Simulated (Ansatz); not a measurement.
The system is AlNi.

```
Ni Al
1.0
     2.88100    0.00000    0.00000
     0.00000    2.88100    0.00000
     0.00000    0.00000    2.88100
Ni Al
1 1
Direct
  0.50000 0.50000 0.50000
  0.00000 0.00000 0.00000
```

| Quantity | Value |
| --- | --- |
| Program | Ansatz 0.2.0 |
| Task | relaxation of cell and atoms |
| Functional | BLYP |
| Dispersion | D4 |
| Potentials or basis | all-electron LAPW, scalar-relativistic |
| Basis error allowed | 0.001 eV/atom |
| k mesh | 9 × 9 × 9 |
| Occupations | fermi-dirac, width 0.05 eV |
| Spin | collinear spin, ferromagnetic start |
| Starting moments | [1.0, 0.0] μB |

At the start: volume 11.96 Å³/atom.

Question: Where does the relaxation end?

Answer: Over 5 steps the energy falls by 5.3 meV/atom and the volume is 11.61 Å³/atom (-2.9 %); space group Pm-3m (No. 221, to 0.05 Å); moment 0.00 μB per cell.

The path:
| step | energy change (eV) | largest force (eV/Å) | volume (Å³) |
| --- | --- | --- | --- |
| 1 | 0.0000 | 0.0000 | 23.91 |
| 2 | -0.0087 | 0.0000 | 23.50 |
| 3 | -0.0106 | 0.0000 | 23.19 |
| 4 | -0.0106 | 0.0000 | 23.21 |
| 5 | -0.0106 | 0.0000 | 23.21 |

Final structure:
```cif
data_structure
_symmetry_space_group_name_H-M 'P 1'
_symmetry_Int_Tables_number 1
_cell_length_a 2.8525
_cell_length_b 2.8525
_cell_length_c 2.8525
_cell_angle_alpha 90.000
_cell_angle_beta 90.000
_cell_angle_gamma 90.000
_cell_volume 23.21
loop_
_atom_site_label
_atom_site_type_symbol
_atom_site_fract_x
_atom_site_fract_y
_atom_site_fract_z
_atom_site_occupancy
Ni1 Ni 0.50000 0.50000 0.50000 1
Al1 Al 0.00000 0.00000 0.00000 1
```

Caveat: the starting moments weren't kept.
